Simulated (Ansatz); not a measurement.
Crystal: Cd.

```
Cd
1.0
     2.97887    0.00000    0.00000
    -1.48944    2.57978    0.00000
     0.00000    0.00000    5.61765
Cd
2
Direct
  0.66667 0.33333 0.75000
  0.33333 0.66667 0.25000
```

Base run:

| Property | Result |
| --- | --- |
| Program | Ansatz 0.2.0 |
| Functional | PBEsol |
| Potentials or basis | all-electron LAPW, scalar-relativistic |
| Cutoff | 224 eV (chosen from the basis error) |
| Basis error allowed | 0.001 eV/atom |
| k mesh | 10 × 10 × 5 |
| Occupations | fermi-dirac, width 0.05 eV |
| Spin | no spin polarisation |

Its results: pressure -1.6 GPa.

Problem. After a change of settings the same cell gave: pressure 2.0 GPa. Which change was it?
A. potentials or basis from all-electron LAPW, scalar-relativistic to all-electron LAPW, inner shells corrected to Dirac's equation
B. potentials or basis from all-electron LAPW, scalar-relativistic to all-electron LAPW, non-relativistic
C. k mesh from 10 × 10 × 5 to 8 × 8 × 4
D. potentials or basis from all-electron LAPW, scalar-relativistic to all-electron PAW datasets made for the crystal

Solution. B.

Caveats: relativity is left out, which matters for the heavier elements (some runs).

The runs don't all hold the same shells in valence.
